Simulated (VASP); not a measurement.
Input:

```xyz
2
Lattice="0.0000 2.5261 2.5261 2.5261 0.0000 2.5261 2.5261 2.5261 0.0000" Properties=species:S:1:pos:R:3 pbc="T T T"
In     0.0000     0.0000     0.0000
N      3.7892     3.7892     3.7892
```

Computed with PBE GGA, VASP's PBE PAW potentials (set 64) (plane waves; VASP 6.6.1). Run with 530 eV cut-off, 11×11×11 Γ-centred mesh, first-order Methfessel-Paxton smearing of 0.10 eV, potentials In_d N.

Unless said otherwise, spin-orbit coupling is left out, though it shifts the bands of the heavy elements here.

**Question.** Estimate the energy per atom (σ→0), band gap (on the k-mesh) with the smallest direct gap where there is one.

**Answer.** 
```json
{
 "band gap (on the k-mesh)": "none (metal, semimetal or under 0.01 eV)",
 "energy per atom (σ→0)": "-5.343 eV/atom"
}
```

Only differences to runs with the same potentials and settings are physical.

The compound is InN in the zinc blende structure, a metastable form; wurtzite is the usual one. It was relaxed first. The start is the result of an earlier pass.
